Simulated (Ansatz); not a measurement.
Si$_{2}$Mo, DFT, PBE, PAW with Ansatz's default frozen-core files, scalar-relativistic (Ansatz 0.2.0), run on 1 thread of Intel(R) Xeon(R) Platinum 8488C (Sapphire Rapids) on a shared host.

The cell is COD entry 1010282, as deposited and not checked against the literature; nothing was relaxed. It is an old determination, and later ones may differ. The listed cell was then made from it by scaling, straining or moving an atom.

Command: `ansatz run input.yaml --threads 1 --pin off --max-ram 6144MiB --backend cpu --events-out ev --progress --plain --runs-dir out`

```yaml
crystal:
  lattice:
    - [-1.6, 1.6, 3.891195]
    - [1.6, -1.6, 3.891195]
    - [1.6, 1.6, -3.891195]
  atoms:
    - { symbol: Si, position: [0.333, 0.333, 0.0] }
    - { symbol: Si, position: [0.667, 0.667, 0.0] }
    - { symbol: Mo, position: [0.0, 0.0, 0.0] }
kpoints:
  mp_grid: { grid: [12, 12, 16] }
scf:
  occupations: { method: fermi_dirac, width: 0.03 }
hamiltonian:
  xc: pbe
  pseudopotentials: { kind: paw }
output:
  forces: true
  stress: true
  eigenvalues: true
  efg: { contact_densities: true }
```

(1) How large is the problem that the program sets up?

(2) About how long does it take, and how much memory does it use?

(3) And the same cell and mesh by all-electron PAW (datasets made for this crystal), asked for forces, stress, eigenvalues, efg, on the same hardware?

Results:

(1) 632 irreducible k-points, 769 plane waves at Γ, 15 bands.

(2) 15 s of wall time for 6 SCF iterations, with a peak of 0.68 GiB. Times on shared machines scatter by tens of per cent.

(3) 39 s, peak memory 1.2 GiB.
